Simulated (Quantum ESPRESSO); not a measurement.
# Os (Fm-3m) in Quantum ESPRESSO: further runs

The runs below take Os through projected density of states, band structure, with revPBE+D3(BJ), vdW-DF, LDA.

All numbers are computed with Quantum ESPRESSO 7.5; they aren't measurements. Logs are shortened: lines on timing, memory, paths and dates and some standing lists are left out, and cuts for length are marked.

## (1) The structure

Symmetry: Fm-3m, No. 225, cubic system. The conventional cell has a = 3.890 Å, b = 3.890 Å, c = 3.890 Å, α = 90.00°, β = 90.00°, γ = 90.00°. Around Os (site symmetry m-3m) lie 12 Os at 2.75 Å.

This isn't the form of Os at room conditions, which is hcp.

## (2) Projected density of states, revPBE+D3(BJ), collinear spin, ferromagnetic start

Input file pw.in:

```
&CONTROL
  calculation = 'scf'
  prefix = 'pwscf'
  outdir = './tmp'
  pseudo_dir = './pseudo'
  tprnfor = .true.
  tstress = .true.
  disk_io = 'low'
/
&SYSTEM
  ibrav = 0
  nat = 1
  ntyp = 1
  ecutwfc = 45
  ecutrho = 360
  nbnd = 17
  input_dft = 'revpbe'
  occupations = 'smearing'
  smearing = 'mp'
  degauss = 0.01469973
  nspin = 2
  starting_magnetization(1) = 0.0625
  tot_magnetization = 2
  vdw_corr = 'grimme-d3'
  dftd3_version = 4
/
&ELECTRONS
  conv_thr = 2d-10
  electron_maxstep = 120
  mixing_beta = 0.3
/
ATOMIC_SPECIES
Os   190.2300 os_pbe_v1.2.uspp.F.UPF
CELL_PARAMETERS angstrom
   0.0000000000    1.9450000000    1.9450000000
   1.9450000000    0.0000000000    1.9450000000
   1.9450000000    1.9450000000    0.0000000000
ATOMIC_POSITIONS crystal
Os     0.0000000000    0.0000000000    0.0000000000
K_POINTS automatic
12 12 12 0 0 0
```

Input file pp_density.in:

```
&INPUTPP
  prefix = 'pwscf'
  outdir = './tmp'
  filplot = 'density.dat'
  plot_num = 0
/
&PLOT
  nfile = 1
  filepp(1) = 'density.dat'
  iflag = 3
  output_format = 6
  fileout = 'density.cube'
/
```

Input file pp_potential.in:

```
&INPUTPP
  prefix = 'pwscf'
  outdir = './tmp'
  filplot = 'potential.dat'
  plot_num = 11
/
&PLOT
  nfile = 1
  filepp(1) = 'potential.dat'
  iflag = 3
  output_format = 6
  fileout = 'potential.cube'
/
```

Input file pp_spin.in:

```
&INPUTPP
  prefix = 'pwscf'
  outdir = './tmp'
  filplot = 'spin.dat'
  plot_num = 6
/
&PLOT
  nfile = 1
  filepp(1) = 'spin.dat'
  iflag = 3
  output_format = 6
  fileout = 'spin.cube'
/
```

Input file nscf.in:

```
&CONTROL
  calculation = 'nscf'
  prefix = 'pwscf'
  outdir = './tmp'
  pseudo_dir = './pseudo'
  disk_io = 'low'
/
&SYSTEM
  ibrav = 0
  nat = 1
  ntyp = 1
  ecutwfc = 45
  ecutrho = 360
  nbnd = 17
  input_dft = 'revpbe'
  occupations = 'tetrahedra_opt'
  nspin = 2
  starting_magnetization(1) = 0.0625
  vdw_corr = 'grimme-d3'
  dftd3_version = 4
/
&ELECTRONS
  conv_thr = 1d-08
  electron_maxstep = 120
  mixing_beta = 0.3
/
ATOMIC_SPECIES
Os   190.2300 os_pbe_v1.2.uspp.F.UPF
CELL_PARAMETERS angstrom
   0.0000000000    1.9450000000    1.9450000000
   1.9450000000    0.0000000000    1.9450000000
   1.9450000000    1.9450000000    0.0000000000
ATOMIC_POSITIONS crystal
Os     0.0000000000    0.0000000000    0.0000000000
K_POINTS automatic
18 18 18 0 0 0
```

Input file projwfc.in:

```
&PROJWFC
  prefix = 'pwscf'
  outdir = './tmp'
  filpdos = 'p'
  Emin = -15
  Emax = 10
  DeltaE = 0.05
/
```

Potentials or basis: GBRV 1.5 PBE.

Launch:

```bash
OMP_NUM_THREADS=1 pw.x -in pw.in > pw.out
OMP_NUM_THREADS=1 pp.x -in pp_density.in > pp_density.out
OMP_NUM_THREADS=1 pp.x -in pp_potential.in > pp_potential.out
OMP_NUM_THREADS=1 pp.x -in pp_spin.in > pp_spin.out
OMP_NUM_THREADS=1 pw.x -in nscf.in > nscf.out
OMP_NUM_THREADS=1 projwfc.x -in projwfc.in > projwfc.out
```

pw.out:

```text
This program is part of the open-source Quantum ESPRESSO suite
     for quantum simulation of materials; please cite
         "P. Giannozzi et al., J. Phys.:Condens. Matter 21 395502 (2009);
         "P. Giannozzi et al., J. Phys.:Condens. Matter 29 465901 (2017);
         "P. Giannozzi et al., J. Chem. Phys. 152 154105 (2020);
     in publications or presentations arising from this work. More details at

     IMPORTANT: XC functional enforced from input :
     Exchange-correlation= REVPBE
                           (   1   4   4   4   0   0   0)
     Any further DFT definition will be discarded
     Please, verify this is what you really want

     Message from routine setup:
     using ibrav=0 with symmetry is DISCOURAGED, use correct ibrav instead

     G-vector sticks info
     --------------------
     sticks:   dense  smooth     PW     G-vecs:    dense   smooth      PW
     Sum         673     337    121                11575     4015     821

     Using Slab Decomposition

     bravais-lattice index     =            0
     lattice parameter (alat)  =       5.1980  a.u.
     unit-cell volume          =      99.3083 (a.u.)^3
     number of atoms/cell      =            1
     number of atomic types    =            1
     number of electrons       =        16.00 (up:   9.00, down:   7.00)
     number of Kohn-Sham states=           17
     kinetic-energy cutoff     =      45.0000  Ry
     charge density cutoff     =     360.0000  Ry
     scf convergence threshold =      2.0E-10
     mixing beta               =       0.3000
     number of iterations used =            8  plain     mixing
     Exchange-correlation= REVPBE
                           (   1   4   4   4   0   0   0)

     celldm(1)=   5.197966  celldm(2)=   0.000000  celldm(3)=   0.000000
     celldm(4)=   0.000000  celldm(5)=   0.000000  celldm(6)=   0.000000

     crystal axes: (cart. coord. in units of alat)
               a(1) = (   0.000000   0.707107   0.707107 )
               a(2) = (   0.707107   0.000000   0.707107 )
               a(3) = (   0.707107   0.707107   0.000000 )

     reciprocal axes: (cart. coord. in units 2 pi/alat)
               b(1) = ( -0.707107  0.707107  0.707107 )
               b(2) = (  0.707107 -0.707107  0.707107 )
               b(3) = (  0.707107  0.707107 -0.707107 )

     PseudoPot. # 1 for Os read from file:
     os_pbe_v1.2.uspp.F.UPF
     Pseudo is Ultrasoft + core correction, Zval = 16.0
     Generated by new atomic code, or converted to UPF format
     Using radial grid of  983 points,  8 beta functions with:
                l(1) =   0
                l(2) =   0
                l(3) =   1
                l(4) =   1
                l(5) =   2
                l(6) =   2
                l(7) =   3
                l(8) =   3
     Q(r) pseudized with  8 coefficients,  rinner =    1.150   1.150   1.150
                                                       1.150   1.150   1.150
                                                       1.150

     atomic species   valence    mass     pseudopotential
     Os               16.00   190.23000     Os( 1.00)

     Starting magnetic structure
     atomic species   magnetization
     Os              0.062

     48 Sym. Ops., with inversion, found

   Cartesian axes

     site n.     atom                  positions (alat units)
         1        Os     tau(   1) = (   0.0000000   0.0000000   0.0000000  )

     --------------------------------------------
     DFT-D3 Dispersion Correction (3-body terms):
     --------------------------------------------
       Reference C6 values for interpolation:

         atom   Coordination number   C6
         Os         0.000          1357.06
         Os         1.886           852.38
         Os         9.153           595.67

       Values used:

         atom   Coordination number  R0_AB[au]  C6      C8
         Os        10.904            3.542    595.67  79974.19

         Molecular C6 ( Ry / a.u.^6 ) =       595.67

     number of k points=    72  Methfessel-Paxton smearing, width (Ry)=  0.0147
                       cart. coord. in units 2pi/alat
        k(    1) = (   0.0000000   0.0000000   0.0000000), wk =   0.0005787
        k(    2) = (   0.0589256   0.0589256  -0.0589256), wk =   0.0046296
        k(    3) = (   0.1178511   0.1178511  -0.1178511), wk =   0.0046296
        k(    4) = (   0.1767767   0.1767767  -0.1767767), wk =   0.0046296
        k(    5) = (   0.2357023   0.2357023  -0.2357023), wk =   0.0046296
        k(    6) = (   0.2946278   0.2946278  -0.2946278), wk =   0.0046296
[... 64 lines left out ...]
        k(   71) = (  -0.7071068   0.2357023   0.0000000), wk =   0.0069444
        k(   72) = (  -0.7071068   0.3535534   0.0000000), wk =   0.0034722

     Dense  grid:    11575 G-vectors     FFT dimensions: (  32,  32,  32)

     Smooth grid:     4015 G-vectors     FFT dimensions: (  24,  24,  24)

     Generating pointlists ...
     new r_m :   0.4125 (alat units)  2.1442 (a.u.) for type    1

     Initial potential from superposition of free atoms

     starting charge      15.5000, renormalised to      16.0000

     negative rho (up, down):  6.864E-02 6.056E-02
     Starting wfcs are   13 randomized atomic wfcs +    4 random wfcs

     Self-consistent Calculation

     iteration #  1     ecut=    45.00 Ry     beta= 0.30
     Davidson diagonalization with overlap
     ethr =  1.00E-02,  avg # of iterations =  4.8

     Threshold (ethr) on eigenvalues was too large:
     Diagonalizing with lowered threshold

     Davidson diagonalization with overlap
     ethr =  9.86E-04,  avg # of iterations =  1.0

     negative rho (up, down):  6.326E-02 6.521E-02

     total energy              =    -198.55348263 Ry
     estimated scf accuracy    <       0.15848570 Ry

     total magnetization       =     2.00 Bohr mag/cell
     absolute magnetization    =     2.00 Bohr mag/cell

     iteration #  2     ecut=    45.00 Ry     beta= 0.30
     Davidson diagonalization with overlap
     ethr =  9.91E-04,  avg # of iterations =  1.0

     negative rho (up, down):  5.563E-02 7.092E-02

     total energy              =    -198.55427170 Ry
     estimated scf accuracy    <       0.03225665 Ry

     total magnetization       =     2.00 Bohr mag/cell
     absolute magnetization    =     2.00 Bohr mag/cell

     iteration #  3     ecut=    45.00 Ry     beta= 0.30
     Davidson diagonalization with overlap
     ethr =  2.02E-04,  avg # of iterations =  2.0

     negative rho (up, down):  4.721E-02 7.681E-02

     total energy              =    -198.56353748 Ry
     estimated scf accuracy    <       0.00153618 Ry

     total magnetization       =     2.00 Bohr mag/cell
     absolute magnetization    =     2.00 Bohr mag/cell

     iteration #  4     ecut=    45.00 Ry     beta= 0.30
     Davidson diagonalization with overlap
     ethr =  9.60E-06,  avg # of iterations =  2.5

     negative rho (up, down):  4.650E-02 7.771E-02

     total energy              =    -198.56394193 Ry
     estimated scf accuracy    <       0.00015070 Ry

     total magnetization       =     2.00 Bohr mag/cell
     absolute magnetization    =     2.00 Bohr mag/cell

     iteration #  5     ecut=    45.00 Ry     beta= 0.30
     Davidson diagonalization with overlap
     ethr =  9.42E-07,  avg # of iterations =  2.1

     negative rho (up, down):  4.641E-02 7.865E-02

     total energy              =    -198.56400487 Ry
     estimated scf accuracy    <       0.00001156 Ry

     total magnetization       =     2.00 Bohr mag/cell
     absolute magnetization    =     2.00 Bohr mag/cell

     iteration #  6     ecut=    45.00 Ry     beta= 0.30
     Davidson diagonalization with overlap
     ethr =  7.22E-08,  avg # of iterations =  2.0

     negative rho (up, down):  4.644E-02 7.853E-02

     total energy              =    -198.56401474 Ry
     estimated scf accuracy    <       0.00000085 Ry

     total magnetization       =     2.00 Bohr mag/cell
     absolute magnetization    =     2.00 Bohr mag/cell

     iteration #  7     ecut=    45.00 Ry     beta= 0.30
     Davidson diagonalization with overlap
     ethr =  5.33E-09,  avg # of iterations =  2.1

     negative rho (up, down):  4.639E-02 7.851E-02

     total energy              =    -198.56401504 Ry
     estimated scf accuracy    <       0.00000017 Ry

     total magnetization       =     2.00 Bohr mag/cell
     absolute magnetization    =     2.00 Bohr mag/cell

     iteration #  8     ecut=    45.00 Ry     beta= 0.30
     Davidson diagonalization with overlap
     ethr =  1.07E-09,  avg # of iterations =  2.1

     negative rho (up, down):  4.639E-02 7.850E-02

     total energy              =    -198.56401520 Ry
     estimated scf accuracy    <       0.00000001 Ry

     total magnetization       =     2.00 Bohr mag/cell
     absolute magnetization    =     2.00 Bohr mag/cell

     iteration #  9     ecut=    45.00 Ry     beta= 0.30
     Davidson diagonalization with overlap
     ethr =  7.98E-11,  avg # of iterations =  1.4

     negative rho (up, down):  4.641E-02 7.851E-02

     total energy              =    -198.56401524 Ry
     estimated scf accuracy    <          4.5E-09 Ry

     total magnetization       =     2.00 Bohr mag/cell
     absolute magnetization    =     2.00 Bohr mag/cell

     iteration # 10     ecut=    45.00 Ry     beta= 0.30
     Davidson diagonalization with overlap
     ethr =  2.81E-11,  avg # of iterations =  2.0

     negative rho (up, down):  4.640E-02 7.850E-02

     total energy              =    -198.56401526 Ry
     estimated scf accuracy    <          1.2E-09 Ry

     total magnetization       =     2.00 Bohr mag/cell
     absolute magnetization    =     2.00 Bohr mag/cell

     iteration # 11     ecut=    45.00 Ry     beta= 0.30
     Davidson diagonalization with overlap
     ethr =  7.36E-12,  avg # of iterations =  1.6

     negative rho (up, down):  4.640E-02 7.850E-02

     Magnetic moment per site  (integrated on atomic sphere of radius R)
     atom   1 (R=0.413)  charge= 13.8222  magn=  1.7757

     End of self-consistent calculation

     Number of k-points >= 100: set verbosity='high' to print the bands.

     the spin up/dw Fermi energies are    26.5702   23.5472 ev

!    total energy              =    -198.56401527 Ry
     estimated scf accuracy    <          2.6E-12 Ry
     smearing contrib. (-TS)   =      -0.00017689 Ry
     internal energy E=F+TS    =    -198.56383839 Ry

     The total energy is F=E-TS. E is the sum of the following terms:
     one-electron contribution =     -24.75446695 Ry
     hartree contribution      =      23.51709404 Ry
     xc contribution           =     -37.57968668 Ry
     ewald contribution        =    -159.66795844 Ry
     DFT-D3 Dispersion         =      -0.07882035 Ry

     total magnetization       =     2.00 Bohr mag/cell
     absolute magnetization    =     2.00 Bohr mag/cell

     convergence has been achieved in  11 iterations

     negative rho (up, down):  4.640E-02 7.850E-02

     Forces acting on atoms (cartesian axes, Ry/au):

     atom    1 type  1   force =     0.00000000    0.00000000    0.00000000

     Total force =     0.000000     Total SCF correction =     0.000000

     Computing stress (Cartesian axis) and pressure

     negative rho (up, down):  4.640E-02 7.850E-02
          total   stress  (Ry/bohr**3)                   (kbar)     P=      184.83
   0.00125646   0.00000000   0.00000000          184.83        0.00        0.00
   0.00000000   0.00125646   0.00000000            0.00      184.83        0.00
   0.00000000   0.00000000   0.00125646            0.00        0.00      184.83

=------------------------------------------------------------------------------=
   JOB DONE.
=------------------------------------------------------------------------------=
```

Wall time 58 s (1 thread of Arm Neoverse V2, shared host); peak memory 0.17 GiB.

Results:

```yaml
Free_energy: -2701.6011 eV
Pressure: 18.5 GPa
Net_moment: 2.00 μB per cell
Absolute_moment: 2.00 μB per cell
Site_moments: Os +1.78 μB
Valence_electrons_inside_the_program's_atomic_spheres: Os 13.82
```

Caveat: the potentials were made for another functional, which shifts forces and pressure; the total moment is fixed, so each spin has its own Fermi level.

(Continued in part 2 of 2.)
